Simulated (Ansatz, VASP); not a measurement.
## GaAs: VASP beside Ansatz

Aim: how closely do two programs agree when they are given the same cell, functional and k mesh? The structure shown is the end of the Ansatz relaxation below.

Program: Ansatz 0.2.0. Level of theory: plane waves, with VASP 6.6.1 beside it; single point at LDA. Results are calculated unless marked as measured.

## (1) Set-up

It takes space group Imm2 (No. 44, orthorhombic). The conventional cell has a = 3.961 Å, b = 4.041 Å, c = 5.553 Å, α = 90.00°, β = 90.00°, γ = 90.00°. Nearest to Ga lie 4 As at 2.43 to 2.44 Å. Nearest to As lie 4 Ga at 2.43 to 2.44 Å. Farther neighbours are not listed.

## (2) Ansatz: relaxation, LDA

Ansatz runs on its PAW soft_1 files.

This run makes the geometry at which the two programs are then compared.

Contents of input.yaml:

```yaml
crystal:
  lattice:
    - [0.0282150833, 2.8295049747, 2.7890543982]
    - [2.8295049747, 0.0282150833, 2.7890543982]
    - [2.857720058, 2.857720058, 0.0]
  atoms:
    - { symbol: Ga, position: [-0.0007023053, -0.0007023053, 0.0007023053] }
    - { symbol: As, position: [0.7507023053, 0.7507023053, 0.7492976947] }
  conventional_axes: [[0, 0, 1], [1, -1, 0], [1, 1, -1]]
kpoints:
  mp_grid: { grid: [20, 20, 20] }
hamiltonian:
  xc: lda
  pseudopotentials: { kind: paw, azcp: { folder: soft_1 }, xc_functional: pbe }
scf:
  occupations: { method: gaussian, width: 0.02 }
output:
  forces: true
  stress: true
  eigenvalues: true
relax:
  adjacent_minimum: "off"
  f_tol: 0.001
  max_steps: 60
  cell: { stress_tol: 0.01, fix: [a, angles] }
```

Started as:

```bash
$ ansatz run input.yaml --threads 4 --pin off --max-ram 10240MiB --backend cpu --events-out ev --progress --plain --runs-dir out
```

Numbers of over 12 decimals in the logs are rounded to 6 here.

What it wrote:

```text
Engine: ansatz 0.2.0, aarch64-unknown-linux-gnu
Pseudopotentials: kind: paw
Pseudopotential: Ga, paw, valence charge 13, recommended cutoff 420 eV (normal), soft_1/Ga.paw.azcp
Pseudopotential: As, paw, valence charge 15, recommended cutoff 420 eV (normal), soft_1/As.paw.azcp
Functional definition: SPW92
  exchange = slater_x
  correlation = pw_c
Crystal: 2 atoms, lattice volume = 44.654 Å³
Basis set: ecut = 420 eV, 881 PW (Γ)
Bands: 18, of which v1, the nominal top of the filled ones, is band 14 counted from 1 (13 counted from 0)
Symmetry: 4 space group operations
Space group: Imm2 (ITA 44), of the structure as read, at distance tolerance 3.5e-5 Å
k-points: 1166 of 8000 (time reversal used)
Non-local potential: Ga, projectors of the file, l = 0: 2, l = 1: 2, l = 2: 3, l = 3: 1
Non-local potential: As, projectors of the file, l = 0: 2, l = 1: 2, l = 2: 3, l = 3: 1
PAW form: soft (Blöchl's): semilocal exchange-correlation on the pseudo side does not see the compensation charge
PAW frozen core: Ga, regenerated for the run's functional, and the local potential with it (the file was generated under x = pbe(κ = 0.804, μ = 0.219515), c = pbe(β = 0.066725))
PAW frozen core: As, regenerated for the run's functional, and the local potential with it (the file was generated under x = pbe(κ = 0.804, μ = 0.219515), c = pbe(β = 0.066725))
PAW one-centre angular grid: Ga, 590 points (default); XC on 64 Gauss nodes
PAW one-centre angular grid: As, 590 points (default); XC on 64 Gauss nodes
Initial density: superposition of atomic densities (chi_scale 0.1, normalization cell, long waves kept (reshape's long-wave potential 0.00 eV rms))
Initial wavefunctions: pseudopotential atomic-orbital guess
Functional: x = slater, c = lda
SCF iter   1: F=—  HF=-8481.452596 eV  |F-HF|=—  |Δ(HF+E_count)|=         —  Δρ=4.19e-2  dr2=4.91e-1  ethr=3.10e-3  ⟨swp⟩=5.9  Hψ=101729  notcnv=0
preconditioner: auto → none  [insulator: Δε(μ)=0.394 eV  Ē_g=15.807 eV  σ=0.020 eV  W_gap=1.00  n_scr=14 (ndim 8)  ℏωp=23.6 eV  f_vac=0.000  D(μ)=0.00/eV (n_scr^D=0)  ε∞_Penn≈3.2]
SCF iter   2: F=—  HF=-8481.325192 eV  |F-HF|=—  |Δ(HF+E_count)|=   1.27e-1  Δρ=1.73e-2  dr2=7.74e-2  ethr=1.75e-3  ⟨swp⟩=2.0  Hψ=34980  notcnv=0
SCF iter   3: F=—  HF=-8481.306404 eV  |F-HF|=—  |Δ(HF+E_count)|=   1.88e-2  Δρ=5.64e-3  dr2=7.11e-3  ethr=2.77e-4  ⟨swp⟩=2.1  Hψ=36361  notcnv=0
SCF iter   4: F=—  HF=-8481.300648 eV  |F-HF|=—  |Δ(HF+E_count)|=   5.76e-3  Δρ=1.03e-3  dr2=1.72e-4  ethr=2.54e-5  ⟨swp⟩=2.3  Hψ=36647  notcnv=0
SCF iter   5: F=—  HF=-8481.300658 eV  |F-HF|=—  |Δ(HF+E_count)|=   9.84e-6  Δρ=2.07e-4  dr2=1.93e-5  ethr=6.13e-7  ⟨swp⟩=2.0  Hψ=37312  notcnv=0
SCF iter   6: F=—  HF=-8481.300651 eV  |F-HF|=—  |Δ(HF+E_count)|=   6.34e-6  Δρ=6.15e-5  dr2=1.01e-6  ethr=6.91e-8  ⟨swp⟩=2.0  Hψ=37312  notcnv=0
SCF iter   7: F=—  HF=-8481.300651 eV  |F-HF|=—  |Δ(HF+E_count)|=   2.53e-7  Δρ=1.48e-5  dr2=3.93e-8  ethr=3.57e-10  ⟨swp⟩=6.2  Hψ=112365  notcnv=0
SCF iter   8: F=-8481.300651 eV  HF=-8481.300651 eV  |F-HF|=4.77e-9  |Δ(HF+E_count)|=   1.62e-8  Δρ=3.26e-6  dr2=2.17e-9  ethr=1.40e-10  ⟨swp⟩=5.0  Hψ=85239  notcnv=0
SCF 1 converged in 8 iterations: F = -8481.300651 eV  dr2 = 2.17e-9
  greatest PAW one-centre occupation: 0.999 electrons in one spin orbital (limit 2), on the As atom at site 1 (counted from 0), in its partial waves of l = 2
relax step   1: F+E_penalty+E_count = -8481.30065107 eV  Δ(F+E_penalty+E_count) = +0.000e0 eV  max|allowed force component| = 6.841e-2 eV/Å  Δτ_max = 0.0000 Å  P = -1.065 GPa  Ω = 44.654 Å³  fix = [a, alpha, beta, gamma]  reactions: a -2.666 GPa  (8 SCF iters, dr2 threshold 1.00e-7 eV, accepted)
[...]
relax step   2: F+E_penalty+E_count = -8481.30123714 eV  Δ(F+E_penalty+E_count) = -5.861e-4 eV  max|allowed force component| = 1.376e-2 eV/Å  Δτ_max = 0.0033 Å  P = -0.782 GPa  Ω = 44.465 Å³  energy of the carried Pulay correction = +3.037e-5 eV  fix = [a, alpha, beta, gamma]  reactions: a -2.334 GPa  (4 SCF iters, dr2 threshold 2.00e-7 eV, accepted)
[...]
relax step   3: F+E_penalty+E_count = -8481.30126106 eV  Δ(F+E_penalty+E_count) = -2.391e-5 eV  max|allowed force component| = 7.349e-4 eV/Å  Δτ_max = 0.0005 Å  P = -0.753 GPa  Ω = 44.445 Å³  energy of the carried Pulay correction = +3.368e-5 eV  fix = [a, alpha, beta, gamma]  reactions: a -2.265 GPa  (3 SCF iters, dr2 threshold 1.25e-8 eV, accepted)
[...]
relax step   4: F+E_penalty+E_count = -8481.30122757 eV  Δ(F+E_penalty+E_count) = +3.349e-5 eV  max|allowed force component| = 7.714e-4 eV/Å  Δτ_max = 0.0000 Å  P = -0.753 GPa  Ω = 44.445 Å³  fix = [a, alpha, beta, gamma]  reactions: a -2.265 GPa  stress off target by 3.96e-3 GPa on what of the cell is left free  SCF on the basis re-selected at this cell (its energy is not comparable with the rows above)  (6 SCF iters)
basis re-selected at this cell: Δ(F+E_penalty+E_count) = +3.349e-5 eV, ΔP = -0.000 GPa vs the last step (what re-selecting the basis moved, of the pressure what is left beyond the Pulay correction that the steps carried, after the strain that the cell walked since its last selection, with what the two solves' SCF thresholds leave and, on support functions, any second-order correction that the steps lacked; it is no m [...]
SCF converged after 6 iterations
Free energy (F): -8481.301228 eV
Harris-Foulkes:  -8481.301228 eV  (|F-HF|=1.82e-12)
Internal energy: -8481.301228 eV  (E = F + TS)
E sigma→0 (E₀):  -8481.301228 eV
Fermi energy:    8.062606 eV
--- Per-component energies (eV) ---
  E_band       = -325.905893
  E_kinetic    = 211.029804
  E_local      = -3643.038310  (includes V_loc(G=0)·N_el)
  E_nonlocal   = -481.156560
  E_hartree    = 2122.957771
  E_xc         = -133.735097
  E_vxc        = -130.989662  (∫ρ·V_xc dr)
  E_paw        = -3847.460447  (= ΣΔE_a)
  E_vpaw       = -527.666459  (= ΣTr[D̂ρ^β])
  E_aug_tail   = -0.000222  (compensation charges beyond the density's cutoff)
  E_ewald      = -2713.701878
  E_core_change = 3.803710  (= ΣΔE_core)
  E_smearing   = -0.000000  (= −TS)
  E_closure    = 0.000000  (closes the sum)
  Σ components = -8481.301228   (vs F -8481.301228, Δ=0.00e0)
--- Forces (eV/Å), atoms counted from 1 ---
  atom   1  Ga     0.00000000     0.00000000    -0.00077118
  atom   2  As    -0.00000000     0.00000000     0.00077159
  max |Σ_I F_I| component: 4.13e-7 eV/Å
--- Stress (GPa, compression-positive) ---
       -1.130821      -1.133681       0.000000
       -1.133681      -1.130821      -0.000000
        0.000000       0.000000       0.003964
  P = ⅓ Tr σ = -0.7526 GPa (-7.526 kbar)
--- Band table (eV; the first three rows and the last of 1166) ---
  k-point 0: bands = [... 10 lower, -5.0692, 7.7218, 7.8697, 7.8913, 8.2340, 11.4380, 11.5036, 11.6527]
  k-point 1: bands = [... 10 lower, -5.0395, 7.0995, 7.8035, 7.8248, 8.7802, 11.4858, 11.5607, 11.7151]
  k-point 2: bands = [... 10 lower, -4.9513, 6.2042, 7.6899, 7.7028, 9.2625, 11.6417, 11.7870, 11.8821]
  k-point 1165: bands = [... 10 lower, -2.4613, 0.9628, 4.8913, 5.1227, 8.9859, 9.3570, 17.9638, 18.0677]
--- Relaxed structure (3 steps of the walk, 3 accepted, 1 SCFs on fresh bases) ---
  F+E_penalty+E_count = -8481.30122757 eV   max|allowed force component| = 7.714e-4 eV/Å   (the final SCF, on the basis selected at the relaxed cell)
  cell:  # Å, volume = 44.4448 Å³
    - [0.028386, 2.829334, 2.776297]
    - [2.829334, 0.028386, 2.776297]
    - [2.857720058, 2.857720058, 0.0]
  atoms:
    - { symbol: Ga, position: [-0.00139681, -0.00139681, 0.00139681] }
    - { symbol: As, position: [0.751397, 0.751397, 0.748603] }
```

## (3) VASP: single point, LDA, pair 1

The same cell, functional (in two slightly different forms), mesh and smearing now go to VASP, with its own data sets.

Lines of VASP's logs that name or quote its potential files are left out, and so is its time.

Contents of INCAR:

```
SYSTEM = GaAs
PREC = Accurate
ENCUT = 500
EDIFF = 1E-06
NELM = 120
ISMEAR = 0
SIGMA = 0.02
LREAL = .FALSE.
ALGO = Normal
GGA = CA
NBANDS = 15
LORBIT = 11
LWAVE = .FALSE.
LCHARG = .FALSE.
ISIF = 2
LASPH = .TRUE.
GGA_COMPAT = .FALSE.
EFERMI = MIDGAP
KPAR = 2
```

Contents of POSCAR:

```
GaAs
1.0
    0.0283859219      2.8293341361      2.7762967717
    2.8293341361      0.0283859219      2.7762967717
    2.8577200580      2.8577200580      0.0000000000
Ga As
1 1
Direct
    0.9986031853      0.9986031853      0.0013968147
    0.7513968147      0.7513968147      0.7486031853
```

Contents of KPOINTS:

```
Automatic mesh
0
Gamma
20 20 20
0 0 0
```

The projector-augmented-wave data sets are Ga_d and As (LDA family, release 64).

Started as:

```bash
$ mpirun -np 2 vasp_std
```

What it wrote:

```text
[banner, memory and clock lines left out]
running    2 mpi-ranks, on    1 nodes
 distrk:  each k-point on    1 cores,    2 groups
 distr:  one band on    1 cores,    1 groups

 POSCAR found type information on POSCAR GaAs
 POSCAR found :  2 types and       2 ions
 LDA part: xc-table for (Slater(with rela. corr.)+CA(PZ))
 , standard interpolation
 POSCAR, INCAR and KPOINTS ok, starting setup
 FFT: planning ... GRIDC
 FFT: planning ... GRID_SOFT
 FFT: planning ... GRID
 WAVECAR not read
 entering main loop
       N       E                     dE             d eps       ncg     rms          rms(c)
DAV:   1     0.811370008738E+02    0.81137E+02   -0.89031E+03 35846   0.162E+03
DAV:   2    -0.332967203831E+01   -0.84467E+02   -0.80768E+02 39621   0.314E+02
DAV:   3    -0.976607549278E+01   -0.64364E+01   -0.64119E+01 42596   0.693E+01
DAV:   4    -0.986666106742E+01   -0.10059E+00   -0.10056E+00 42090   0.963E+00
DAV:   5    -0.986816929469E+01   -0.15082E-02   -0.15082E-02 45040   0.105E+00    0.304E+00
DAV:   6    -0.968188090706E+01    0.18629E+00   -0.22997E-01 54269   0.877E+00    0.178E+00
DAV:   7    -0.964026251503E+01    0.41618E-01   -0.65817E-02 50352   0.199E+00    0.524E-01
DAV:   8    -0.963706642278E+01    0.31961E-02   -0.89772E-03 44143   0.109E+00    0.106E-01
DAV:   9    -0.963703774984E+01    0.28673E-04   -0.70913E-04 43166   0.340E-01    0.422E-02
DAV:  10    -0.963704256876E+01   -0.48189E-05   -0.40438E-05 54098   0.676E-02    0.221E-02
DAV:  11    -0.963704732104E+01   -0.47523E-05   -0.66862E-06 40867   0.406E-02    0.239E-03
DAV:  12    -0.963704720226E+01    0.11878E-06   -0.43829E-07 28389   0.102E-02
   1 F= -.96370472E+01 E0= -.96370472E+01  d E =-.113256E-45
```

From OUTCAR (step 3):

```text
ion  position               nearest neighbor table
   1  0.999  0.999  0.001-   2 2.43   2 2.43   2 2.44   2 2.44
   2  0.751  0.751  0.749-   1 2.43   1 2.43   1 2.44   1 2.44

  LATTYP: Found a body centered orthorhombic cell.
 ALAT       =     3.9611389520
 B/A-ratio  =     1.0202687945
 C/A-ratio  =     1.4017669187

 Subroutine GETGRP returns: Found  4 space group operations
 (whereof  4 operations were pure point group operations)

The static configuration has the point symmetry C_2v.

 Found   1166 irreducible k-points:

   k-points           NKPTS =   1166   k-points in BZ     NKDIM =   1166   number of bands    NBANDS=     15

   dimension x,y,z NGX =    30 NGY =   30 NGZ =   30
   dimension x,y,z NGXF=    60 NGYF=   60 NGZF=   60

   ENCUT  =  500.0 eV  36.75 Ry    6.06 a.u.   7.23  7.23  7.37*2*pi/ulx,y,z

   NELECT =      18.0000    total number of electrons

 k-points in reciprocal lattice and weights: Automatic mesh
   0.00000000  0.00000000  0.00000000       0.000
   0.05000000  0.00000000  0.00000000       0.001
   0.10000000  0.00000000  0.00000000       0.001
   0.15000000  0.00000000  0.00000000       0.001
   0.20000000  0.00000000  0.00000000       0.001
   0.25000000  0.00000000  0.00000000       0.001
   0.30000000  0.00000000  0.00000000       0.001
   0.35000000  0.00000000  0.00000000       0.001
   0.40000000  0.00000000  0.00000000       0.001
[...]
0.25000000  0.25000000  0.50000000       0.000
  -0.25000000  0.25000000  0.50000000       0.000

 average (electrostatic) potential at core
       1 -67.3850       2 -53.6458

 E-fermi :   4.2128

 k-point     1 :       0.0000    0.0000    0.0000
  band No.  band energies     occupation
    ...
      5     -10.9163      2.00000
      6      -8.9244      2.00000
      7       3.8491      2.00000
      8       3.9977      2.00000
      9       4.0199      2.00000
     10       4.4056      0.00000
     11       7.5503      0.00000
     12       7.6160      0.00000
     13       7.7648      0.00000
     14      11.3611      0.00000
    ...

 k-point     2 :       0.0500    0.0000    0.0000
  band No.  band energies     occupation
    ...
      5     -10.9164      2.00000
      6      -8.8937      2.00000
      7       3.3409      2.00000
      8       3.8028      2.00000
      9       3.9696      2.00000
     10       4.9272      0.00000
     11       7.6175      0.00000
     12       7.6828      0.00000
     13       7.8013      0.00000
     14      11.5570      0.00000
    ...

 k-point     3 :       0.1000    0.0000    0.0000
  band No.  band energies     occupation
    ...
      5     -10.9165      2.00000
      6      -8.8022      2.00000
      7       2.4531      2.00000
      8       3.6773      2.00000
      9       3.8477      2.00000
     10       5.3537      0.00000
     11       7.7976      0.00000
     12       7.8985      0.00000
     13       7.9668      0.00000
     14      12.0653      0.00000
    ...

  Total       -0.2302488     -0.2302488      0.0831346     -0.3163900      0.0000000      0.0000000
  in kB       -8.3001748     -8.3001748      2.9968963    -11.4054553      0.0000000      0.0000000
  external PRESSURE =      -4.5344844 kB  Pullay stress =       0.0000000 kB

  energy-cutoff  :      500.00
  volume of cell :       44.44
      direct lattice vectors                 reciprocal lattice vectors
     0.028385922  2.829334136  2.776296772    -0.178510976  0.178510976  0.180096020
     2.829334136  0.028385922  2.776296772     0.178510976 -0.178510976  0.180096020
     2.857720058  2.857720058  0.000000000     0.174964654  0.174964654 -0.180096020

 POSITION                                       TOTAL-FORCE (eV/Angst)
 -----------------------------------------------------------------------------------
      2.85772      2.85772      5.54484        -0.000000     -0.000000     -0.002889
      4.28658      4.28658      4.17220         0.000000      0.000000      0.002889
 -----------------------------------------------------------------------------------
    total drift:                                0.000001      0.000001      0.000469

  FREE ENERGIE OF THE ION-ELECTRON SYSTEM (eV)
  ---------------------------------------------------
  free  energy   TOTEN  =        -9.6370472023 eV

  energy  without entropy=       -9.6370472023  energy(sigma->0) =       -9.63704720

 total charge
# of ion       s       p       d       tot
------------------------------------------
    1        0.895   0.821   9.996  11.713
    2        1.217   1.604   0.032   2.854
--------------------------------------------------
tot          2.113   2.425  10.028  14.566

[... 3 further parts left out ...]
```

The run ends at a pressure of -0.45 GPa, with forces up to 0.0029 eV/Å.

## (4) Side by side

Known differences besides the potentials themselves: the two LDA forms differ slightly; the data sets hold 28 valence electrons in Ansatz (on its PAW soft_1 files) and 18 in VASP; the cutoff is 420 eV in Ansatz and 500 eV in VASP; VASP's log shows a relativistic correction to its local exchange, Ansatz's none; Ansatz's pressure holds a Pulay correction, VASP's none. Total energies have different zeros and are not compared.

Both answers:

| quantity | Ansatz | VASP | difference |
| --- | --- | --- | --- |
| pressure (GPa) | -0.75 | -0.45 | -0.30 |
| gap on the k mesh (eV) | 0.343 | 0.386 | -0.043 |

At this near-relaxed geometry the largest component of a force difference is 2 meV/Å. A gap on the mesh is an upper bound, since the band edges may lie between its points.

## (5) Ansatz: relaxation, LDA

This run makes the geometry at which the two programs are then compared. The cell compared in this pair holds 44.67 Å³, against 44.44 Å³ for the pair before.

The structure compared here is the end of the Ansatz relaxation.

input.yaml, the sections that differ from step 2:

```yaml
crystal:
  lattice:
    - [0.0423943535, 2.8433425678, 2.7762967717]
    - [2.8433425678, 0.0423943535, 2.7762967717]
    - [2.8857369213, 2.8857369213, 0.0]
  atoms:
    - { symbol: Ga, position: [-0.0013968147, -0.0013968147, 0.0013968147] }
    - { symbol: As, position: [0.7513968147, 0.7513968147, 0.7486031853] }
  conventional_axes: [[0, 0, 1], [1, -1, 0], [1, 1, -1]]
# kpoints, hamiltonian, scf, output, relax: as in step 2
```

Started as:

```bash
$ ansatz run input.yaml --threads 4 --pin off --max-ram 10240MiB --backend cpu --events-out ev --progress --plain --runs-dir out
```

What it wrote:

```text
[...]
Crystal: 2 atoms, lattice volume = 44.881 Å³
Basis set: ecut = 420 eV, 889 PW (Γ)
Bands: 18, of which v1, the nominal top of the filled ones, is band 14 counted from 1 (13 counted from 0)
Symmetry: 4 space group operations
[...]
k-points: 1166 of 8000 (time reversal used)
[...]
--- Relaxed structure (3 steps of the walk, 3 accepted, 1 SCFs on fresh bases) ---
[...]
cell:  # Å, volume = 44.6676 Å³
    - [0.042504, 2.843233, 2.763344]
    - [2.843233, 0.042504, 2.763344]
    - [2.8857369213, 2.8857369213, -1.0767772240747112e-18]
  atoms:
    - { symbol: Ga, position: [-0.00207632, -0.00207632, 0.00207632] }
    - { symbol: As, position: [0.752076, 0.752076, 0.747924] }
[key lines of the parts left out:]
SCF converged after 6 iterations
Free energy (F): -8481.293658 eV
Fermi energy:    7.983967 eV
P = ⅓ Tr σ = -1.1000 GPa (-11.000 kbar)
```

## (6) VASP: single point, LDA, pair 2

The same cell, functional (in two slightly different forms), mesh and smearing now go to VASP, with its own data sets.

INCAR is that of step 3.

Contents of POSCAR:

```
GaAs
1.0
    0.0425042926      2.8432326287      2.7633440607
    2.8432326287      0.0425042926      2.7633440607
    2.8857369213      2.8857369213      0.0000000000
Ga As
1 1
Direct
    0.9979236759      0.9979236759      0.0020763241
    0.7520763241      0.7520763241      0.7479236759
```

KPOINTS is that of step 3.

Started as:

```bash
$ mpirun -np 2 vasp_std
```

What it wrote:

```text
[... set-up lines as in an earlier step ...]
 entering main loop
       N       E                     dE             d eps       ncg     rms          rms(c)
DAV:   1     0.816290976061E+02    0.81629E+02   -0.88888E+03 35678   0.161E+03
DAV:   2    -0.331006666584E+01   -0.84939E+02   -0.81307E+02 39565   0.315E+02
DAV:   3    -0.975664569975E+01   -0.64466E+01   -0.64229E+01 42512   0.694E+01
DAV:   4    -0.985825706981E+01   -0.10161E+00   -0.10159E+00 42448   0.972E+00
[...]
DAV:  10    -0.962990834636E+01   -0.47604E-05   -0.40484E-05 54265   0.664E-02    0.221E-02
DAV:  11    -0.962991305870E+01   -0.47123E-05   -0.67783E-06 41035   0.408E-02    0.239E-03
DAV:  12    -0.962991294093E+01    0.11777E-06   -0.46967E-07 28193   0.104E-02
   1 F= -.96299129E+01 E0= -.96299129E+01  d E =-.162966E-33
```

OUTCAR, selected parts (step 6):

```text
  Total       -0.3778117     -0.3778117      0.0816834     -0.4641883      0.0000000      0.0000000
  in kB      -13.5516839    -13.5516839      2.9298937    -16.6499168      0.0000000      0.0000000
  external PRESSURE =      -8.0578247 kB  Pullay stress =       0.0000000 kB

 POSITION                                       TOTAL-FORCE (eV/Angst)
 -----------------------------------------------------------------------------------
      2.88574      2.88574      5.51521        -0.000000     -0.000000     -0.004001
      4.32861      4.32861      4.15649         0.000000      0.000000      0.004001
 -----------------------------------------------------------------------------------
    total drift:                                0.000001      0.000001      0.000673

  FREE ENERGIE OF THE ION-ELECTRON SYSTEM (eV)
  ---------------------------------------------------
  free  energy   TOTEN  =        -9.6299129409 eV

  energy  without entropy=       -9.6299129409  energy(sigma->0) =       -9.62991294

[... 1 part as in an earlier step ...]

[... 2 further parts left out ...]
[key lines of the parts left out:]
E-fermi :   4.1528
```

The run ends at a pressure of -0.81 GPa, with forces up to 0.0040 eV/Å.

[end of part 1 of 2]

[Lines on the potential files, build, host, timing and source positions are cut from VASP's logs without a mark.]

[Logs are printed without paths, hosts, clocks, repeated set-up lines and the standing remarks that a program may print on its own settings, such as how far it seeks lower states.]

[Hosts, paths, dates, database ids (printed as entryN), source tags and the programs' standing remarks are cut or masked in the printed files.]
